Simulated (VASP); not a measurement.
# TiB2 (P6/mmm) in VASP: notebook, part 2 of 2

VASP 6.6.1. Earlier steps stand in the parts before.

## Step 3: Single point, PBE

This run uses another cell than the first one: it holds 3 atoms, not 9.

The input, INCAR:

```
ALGO = Normal
EDIFF = 1E-7
ENCUT = 520
GGA = PE
ISIF = 2
ISMEAR = 0
LASPH = True
LCHARG = True
LELF = True
LREAL = False
LVHAR = True
LWAVE = False
NBANDS = 16
NELM = 100
PREC = Accurate
SIGMA = 0.1
```

The input, KPOINTS:

```
k-points
0
Gamma
  15 15 14
```

The input, POSCAR:

```
TiB2
1.0
    3.0320418759      0.0000000000      0.0000000000
   -1.5160209380      2.6258252899      0.0000000000
    0.0000000000      0.0000000000      3.2234215930
Ti B
1 2
Direct
    0.0000000000      0.0000000000      0.0000000000
    0.3333333333      0.6666666667      0.5000000000
    0.6666666667      0.3333333333      0.5000000000
```

Potentials or basis: VASP PAW PBE potentials, release 64 (Ti_sv, B).

The run is started by

```console
> cat potpaw_PBE.64/Ti_sv/POTCAR potpaw_PBE.64/B/POTCAR > POTCAR
> mpirun -np 1 vasp_std > vasp.out
```

OUTCAR:

```text
EDIFF = 1E-7
   ENCUT = 520
   GGA = PE
   ISIF = 2
   ISMEAR = 0
   LASPH = True
   LREAL = False
   NELM = 100
   PREC = Accurate

 ion  position               nearest neighbor table
   1  0.000  0.000  0.000-   2 2.38   3 2.38   2 2.38   3 2.38   3 2.38   3 2.38   2 2.38   2 2.38
                             3 2.38   3 2.38   2 2.38   2 2.38
   2  0.333  0.667  0.500-   3 1.75   3 1.75   3 1.75   1 2.38   1 2.38   1 2.38   1 2.38   1 2.38
                             1 2.38
[... 651 lines left out ...]
     15      18.7850      0.00000
     16      19.9004      0.00000

 [... further k-points ...]
[... 5 lines left out ...]
  --------------------------------------------------------------------------------------
  -------------------------------------------------------------------------------------
  Total        0.0355018      0.0355018      0.0369639     -0.0000000      0.0000000      0.0000000
  in kB        2.2163743      2.2163743      2.3076541     -0.0000000      0.0000000      0.0000000
  external PRESSURE =       2.2468009 kB  Pullay stress =       0.0000000 kB

 VOLUME and BASIS-vectors are now :
 -----------------------------------------------------------------------------
  energy-cutoff  :      520.00
  volume of cell :       25.66
      direct lattice vectors                 reciprocal lattice vectors
     3.032041876  0.000000000  0.000000000     0.329810748  0.190416324  0.000000000
    -1.516020938  2.625825290  0.000000000     0.000000000  0.380832649  0.000000000
     0.000000000  0.000000000  3.223421593     0.000000000  0.000000000  0.310229354

 POSITION                                       TOTAL-FORCE (eV/Angst)
 -----------------------------------------------------------------------------------
      0.00000      0.00000      0.00000        -0.000000      0.000000     -0.000000
     -0.00000      1.75055      1.61171         0.000000      0.000000      0.000000
      1.51602      0.87528      1.61171         0.000000      0.000000     -0.000000
 -----------------------------------------------------------------------------------
    total drift:                               -0.000000      0.000000      0.000000

  FREE ENERGIE OF THE ION-ELECTRON SYSTEM (eV)
  ---------------------------------------------------
  free  energy   TOTEN  =       -24.4302624285 eV

  energy  without entropy=      -24.4283807461  energy(sigma->0) =      -24.42932159
```

stdout:

```text
POSCAR found type information on POSCAR TiB
 POSCAR found :  2 types and       3 ions
 scaLAPACK will be used
 LDA part: xc-table for (Slater+PW92), standard interpolation
 POSCAR, INCAR and KPOINTS ok, starting setup
 FFT: planning ... GRIDC
 FFT: planning ... GRID_SOFT
 FFT: planning ... GRID
 WAVECAR not read
 entering main loop
```

Wall time 39 s (1 thread of Intel Xeon Platinum 8488C (Sapphire Rapids), shared host); peak memory 0.2 GiB.

Results:

| Quantity | Value |
| --- | --- |
| Free energy | -24.4303 eV |
| Pressure | 0.2 GPa |
| Band gap on the k mesh | none (metal or under the smearing width) |

## Step 4: Relaxation of cell and atoms, PBE

This run uses another cell than the first one: it holds 3 atoms, not 9.

The input, INCAR:

```
PREC = Accurate ; ENCUT = 600
EDIFF = 1E-6 ; ISMEAR = 0
SIGMA = 0.1 ; LREAL = F
LASPH = T ; NELM = 100
ALGO = Normal ; ISIF = 3
LWAVE = F ; LCHARG = F
GGA = PE ; IBRION = 2
NSW = 100 ; EDIFFG = -0.005
```

The input, KPOINTS:

```
regular mesh
0
Gamma
  15 15 14
```

The input, POSCAR:

```
TiB2
1.0
    3.0291982016      0.0000000000      0.0000000000
   -1.5145991008      2.6233625957      0.0000000000
    0.0000000000      0.0000000000      3.2284000000
Ti B
1 2
Direct
    0.0000000000      0.0000000000      0.0000000000
    0.3333333333      0.6666666667      0.5000000000
    0.6666666667      0.3333333333      0.5000000000
```

Potentials or basis: VASP PAW PBE potentials, release 64 (Ti_sv, B).

The run is started by

```console
> cat potpaw_PBE.64/Ti_sv/POTCAR potpaw_PBE.64/B/POTCAR > POTCAR
> mpirun -np 1 vasp_std > vasp.out
```

OUTCAR:

```text
PREC = Accurate
   ENCUT = 600
   EDIFF = 1E-6
   ISMEAR = 0
   LREAL = F
   LASPH = T
   NELM = 100
   ISIF = 3
   GGA = PE
   IBRION = 2
   NSW = 100
   EDIFFG = -0.005

 ion  position               nearest neighbor table
   1  0.000  0.000  0.000-   2 2.38   3 2.38   2 2.38   3 2.38   3 2.38   3 2.38   2 2.38   2 2.38
                             3 2.38   3 2.38   2 2.38   2 2.38
   2  0.333  0.667  0.500-   3 1.75   3 1.75   3 1.75   1 2.38   1 2.38   1 2.38   1 2.38   1 2.38
                             1 2.38
   3  0.667  0.333  0.500-   2 1.75   2 1.75   2 1.75   1 2.38   1 2.38   1 2.38   1 2.38   1 2.38
                             1 2.38

  LATTYP: Found a hexagonal cell.
 ALAT       =     3.0291982016
 C/A-ratio  =     1.0657605693

  Lattice vectors:

 A1 = (   3.0291982016,   0.0000000000,   0.0000000000)
 A2 = (  -1.5145991008,   2.6233625957,   0.0000000000)
 A3 = (   0.0000000000,   0.0000000000,   3.2284000000)

Analysis of symmetry for initial positions (statically):
=====================================================================
 Subroutine PRICEL returns:
 Original cell was already a primitive cell.

 Routine SETGRP: Setting up the symmetry group for a
 hexagonal supercell.

 Subroutine GETGRP returns: Found 24 space group operations
 (whereof 24 operations were pure point group operations)
 out of a pool of 24 trial point group operations.

[... 176 lines left out ...]
  external PRESSURE =       3.7753978 kB  Pullay stress =       0.0000000 kB
[... 24 lines left out ...]
--------------------------------------- Ionic step        2  -------------------------------------------

 number of electron      18.0000001 magnetization

 E-fermi :   9.9947     XC(G=0): -12.7552

 val. band max:        9.9516102320   @ k =   0.2667   0.2000   0.0000
 cond. band min:       9.9952114064   @ k =   0.2000   0.2000   0.1429
 fundamental gap:      0.0436011744
 Fermi energy:         9.9947135429

 k-point     1 :       0.0000    0.0000    0.0000
  band No.  band energies     occupation
      1     -46.9934      2.00000
      2     -23.3448      2.00000
      3     -23.0334      2.00000
      4     -23.0334      2.00000
      5      -3.5210      2.00000
      6       7.3552      2.00000
      7       7.3552      2.00000
      8       7.6687      2.00000
      9       7.8674      2.00000
     10      11.8493      0.00000
     11      11.8493      0.00000
     12      13.6201      0.00000
     13      13.6201      0.00000
[... 441 lines left out ...]
--------------------------------------- Ionic step        4  -------------------------------------------

 number of electron      18.0000002 magnetization

 Free energy of the ion-electron system (eV)
  ---------------------------------------------------
  ext. energy  EPLUGINS =         0.00000000
  ---------------------------------------------------
  free energy    TOTEN  =       -24.43214494 eV

  energy without entropy =      -24.43026134  energy(sigma->0) =      -24.43120314

 E-fermi :  10.0171     XC(G=0): -12.7649

 val. band max:        9.9739262975   @ k =   0.2667   0.2000   0.0000
 cond. band min:      10.0175029501   @ k =   0.2000   0.2000   0.1429
 fundamental gap:      0.0435766526
 Fermi energy:        10.0171168224

 k-point     1 :       0.0000    0.0000    0.0000
  band No.  band energies     occupation
      1     -46.9662      2.00000
      2     -23.3183      2.00000
      3     -23.0055      2.00000
      4     -23.0055      2.00000
      5      -3.5097      2.00000
      6       7.3735      2.00000
      7       7.3735      2.00000
      8       7.6900      2.00000
      9       7.8846      2.00000
     10      11.8773      0.00000
     11      11.8773      0.00000
     12      13.6518      0.00000
     13      13.6518      0.00000
[... 398 lines left out ...]
  FREE ENERGIE OF THE ION-ELECTRON SYSTEM (eV)
  ---------------------------------------------------
  free  energy   TOTEN  =       -24.4321449384 eV

  energy  without entropy=      -24.4302613426  energy(sigma->0) =      -24.43120314

 reached required accuracy - stopping structural energy minimisation
```

Wall time 89 s (1 thread of Intel Xeon Platinum 8488C (Sapphire Rapids), shared host); peak memory 0.22 GiB.

What came out:

```yaml
Free_energy: -24.4321 eV
Relaxed_volume: 8.56 Å³/atom
Relaxed_cell: a = 3.033 Å, b = 3.033 Å, c = 3.224 Å, α = 90.00°, β = 90.00°, γ = 120.00°
Space_group_after_relaxing_to_0.05_Å: P6/mmm (No. 191)
Energy_gained_by_relaxing: 0.1 meV/atom
Ionic_steps: 4
Pressure_after_relaxing: 0.0 GPa
Band_gap_on_the_k_mesh: none (metal or under the smearing width)
```

Step by step:
```csv
step,energy change (eV),largest force (eV/Å),pressure (GPa),volume (Å³)
1,0.0000,0.0000,0.38,25.66
2,-0.0001,0.0000,-0.41,25.73
3,-0.0001,0.0000,-0.17,25.70
4,-0.0002,0.0000,0.02,25.68
```

Final structure:
```
CELL_PARAMETERS angstrom
3.03269 0.00000 0.00000
-1.51635 2.62639 0.00000
0.00000 0.00000 3.22383
ATOMIC_POSITIONS crystal
Ti 0.00000 0.00000 0.00000
B 0.33333 0.66667 0.50000
B 0.66667 0.33333 0.50000
```

## Step 5: Summary

```csv
task,cell,k mesh,cutoff (eV),smearing,gap on the mesh (eV),pressure (GPa)
single point,the relaxed cell repeated 3 times,15 × 15 × 4,520,gaussian 0.15 eV,none,0.2
single point,as given,15 × 15 × 14,520,gaussian 0.1 eV,none,0.2
relaxation of cell and atoms,relaxed,15 × 15 × 14,600,gaussian 0.1 eV,none,0.0
```

Alike in all rows: level PBE; potentials or basis VASP PAW PBE potentials, release 64 (Ti_sv, B); no spin polarisation.

Total energies depend on the potentials used, so only differences within one code and one set of settings carry meaning.
